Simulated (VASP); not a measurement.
Here is a VASP 6.6.1 calculation.

POSCAR

```
MgS                                     
1.0
    0.0000000000      2.6116204705      2.6116204705
    2.6116204705      0.0000000000      2.6116204705
    2.6116204705      2.6116204705     -0.0000000000
  Mg              S             
     1     1
Direct
     0.0000000000000000    0.0000000000000000    0.0000000000000000
     0.5000000000000000    0.5000000000000000    0.5000000000000000
```

The input INCAR.step1:

```
PREC = Accurate ; ENCUT = 520
EDIFF = 1E-5 ; ISMEAR = 0
SIGMA = 0.02 ; LREAL = False
LASPH = True ; NELM = 80
ALGO = Normal ; ISIF = 2
LWAVE = True ; LCHARG = False
GGA = PE ; KPAR = 4
```

The input INCAR.step2:

```
PREC = Accurate ; ENCUT = 520
EDIFF = 1E-6 ; ISMEAR = 0
SIGMA = 0.02 ; LREAL = False
LASPH = True ; NELM = 80
ALGO = Normal ; ISIF = 2
LWAVE = False ; LCHARG = False
GGA = PE ; LHFCALC = True
HFSCREEN = 0.2 ; PRECFOCK = Fast
ISTART = 1 ; KPAR = 4
```

KPOINTS

```
Automatic mesh
0
Gamma
  8 8 8
```

File KPOINTS_OPT:

```
path GXWKGLUWLK,UX
12
line-mode
reciprocal
 0.0000000000  0.0000000000  0.0000000000  G
 0.5000000000  0.0000000000  0.5000000000  X

 0.5000000000  0.0000000000  0.5000000000  X
 0.5000000000  0.2500000000  0.7500000000  W

 0.5000000000  0.2500000000  0.7500000000  W
 0.3750000000  0.3750000000  0.7500000000  K

 0.3750000000  0.3750000000  0.7500000000  K
 0.0000000000  0.0000000000  0.0000000000  G

 0.0000000000  0.0000000000  0.0000000000  G
 0.5000000000  0.5000000000  0.5000000000  L

 0.5000000000  0.5000000000  0.5000000000  L
 0.6250000000  0.2500000000  0.6250000000  U

 0.6250000000  0.2500000000  0.6250000000  U
 0.5000000000  0.2500000000  0.7500000000  W

 0.5000000000  0.2500000000  0.7500000000  W
 0.5000000000  0.5000000000  0.5000000000  L

 0.5000000000  0.5000000000  0.5000000000  L
 0.3750000000  0.3750000000  0.7500000000  K

 0.6250000000  0.2500000000  0.6250000000  U
 0.5000000000  0.0000000000  0.5000000000  X
```

Potentials or basis: VASP PAW PBE potentials, release 64 (Mg, S).

Command:

```sh
$ cat potpaw_PBE.64/Mg/POTCAR potpaw_PBE.64/S/POTCAR > POTCAR
$ cp INCAR.step1 INCAR
$ mpirun -np 4 vasp_std > vasp.out
$ cp INCAR.step2 INCAR
$ mpirun -np 4 vasp_std > vasp.out
```

(1) What does it give for the band gap on the k mesh?

(2) Estimate the pressure.

Results:

(1) 3.74 eV, indirect (least direct gap 4.72 eV).

(2) -1.6 GPa.

Caveat: the PAW data sets were made with another functional, which shifts forces and pressure a little.
